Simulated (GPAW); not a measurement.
**Li2Se in GPAW: convergence with bands over the usual count**

Li2Se:

```xyz
3
Lattice="0.0000 3.0025 3.0025 3.0025 0.0000 3.0025 3.0025 3.0025 0.0000" Properties=species:S:1:pos:R:3 pbc="T T T"
Se    0.0000    0.0000    0.0000
Li    4.5038    4.5038    4.5038
Li    1.5012    1.5012    1.5012
```

- Program: GPAW 26.7.0
- Task: convergence study
- Functional: PBE
- Potentials or basis: GPAW PAW data sets (gpaw-data 1.2.1)
- Cutoff: 800 eV
- Basis: pw
- k mesh: 8 × 8 × 8
- Occupations: fermi-dirac, width 0.05 eV
- Spin: no spin polarisation

These are the settings of the first run; the series varies bands over the usual count, with any setting tied to it.

Hardware: 1 thread of Arm Neoverse V2, with other jobs on the host.

```tsv
bands over the usual count	energy less the tightest run, at zero smearing (meV/atom)	SCF cycles	CPU time (s)	peak memory (GiB)
0.72	0.00	9	12	0.17
0.8	0.00	9	13	0.18
0.9	0.00	9	14	0.18
1	0.00	9	15	0.18
1.3	0.00	9	19	0.18
1.7	0.00	9	25	0.19
2.5	0.00	9	36	0.2
```

Against the tightest run, the energy stays within 1 meV/atom from 0.72 on. The tightest run that finished is the yardstick and may itself not be fully converged.
